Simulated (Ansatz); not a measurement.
**Os: stiffness from a series of strains**

```
CELL_PARAMETERS angstrom
0.00000 1.94500 1.94500
1.94500 0.00000 1.94500
1.94500 1.94500 0.00000
ATOMIC_POSITIONS crystal
Os 0.00000 0.00000 0.00000
```

The cell comes from COD entry 1534943, which wasn't checked; take it as a given geometry.

No spin–orbit coupling, which matters for the heavy atoms here.

Method: DFT, PBE, all-electron LAPW, scalar-relativistic in Ansatz 0.2.0.

Numerical set-up: a Γ-centred 14×14×14 k mesh, Fermi–Dirac smearing of 0.05 eV, basis error target 0.5 meV/atom, no spin polarisation.

The strain is applied along the Cartesian axes of the cell as listed (γ is the engineering shear, twice εxy = εyz = εzx). Fractional coordinates are held (clamped ions).

σ is the change of stress from the unstrained cell, which is at -9.40 GPa; tension is positive, so slopes are stress–strain coefficients at that pressure. In a metal the k mesh adds noise.

Only quantities that a quadratic follows smoothly over the whole series are listed; rougher ones are left out.

```
      γ  σxy (GPa)
-0.0300      -7.85
-0.0200      -5.13
 0.0000       0.00
 0.0100       2.57
 0.0200       5.26
 0.0300       7.97
```

Fit the series and read off the stiffness at zero strain.

Least-squares fits y = p0 + p1 x + p2 x² to the rows give σxy (GPa): p1 = 262, p2 = 90. So C44 (clamped ions) = 262 GPa.

One run, at γ = -0.0100, is withheld. Predict its row.

The fits give -2.62; the run gave -2.51.
